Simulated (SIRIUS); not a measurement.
## Zr: equation of state with PBEsol

The system is Zr.

```
Zr
1.0
     3.23200    0.00000    0.00000
    -1.61600    2.79899    0.00000
     0.00000    0.00000    5.14700
Zr
2
Direct
  0.66667 0.33333 0.75000
  0.33333 0.66667 0.25000
```

```json
{"Program": "SIRIUS 7.10.0", "Task": "equation of state", "Functional": "PBEsol", "Potentials or basis": "PseudoDojo 0.4.1 PBEsol standard (scalar relativistic)", "Cutoff": "915 eV", "Density cutoff": "3659 eV", "k mesh": "9 × 9 × 5", "Occupations": "fermi-dirac, width 0.05 eV", "Spin": "no spin polarisation", "Libxc names": "[\"XC_GGA_X_PBE_SOL\", \"XC_GGA_C_PBE_SOL\"]", "Radial cutoff for the potentials' integrals": "6.5 bohr"}
```

- Equilibrium volume: 22.51 Å³/atom
- Bulk modulus at fixed shape and positions: 100 GPa
- Pressure derivative of the bulk modulus: 3.2

Energy against volume, from the lowest point:
| volume (Å³/atom) | energy (meV/atom) |
| --- | --- |
| 21.884 | 5.26 |
| 22.350 | 0.00 |
| 22.815 | 0.92 |
| 23.281 | 7.50 |
| 23.746 | 19.27 |
| 24.212 | 35.80 |
| 24.678 | 56.68 |

All runs of the series together: 3.4 min on 1 thread of Arm Neoverse V2, with other jobs on the host.

Caveat: the cell was scaled at fixed shape and fractional positions, which overstates the stiffness of a crystal with free parameters, most of all of layers and chains.
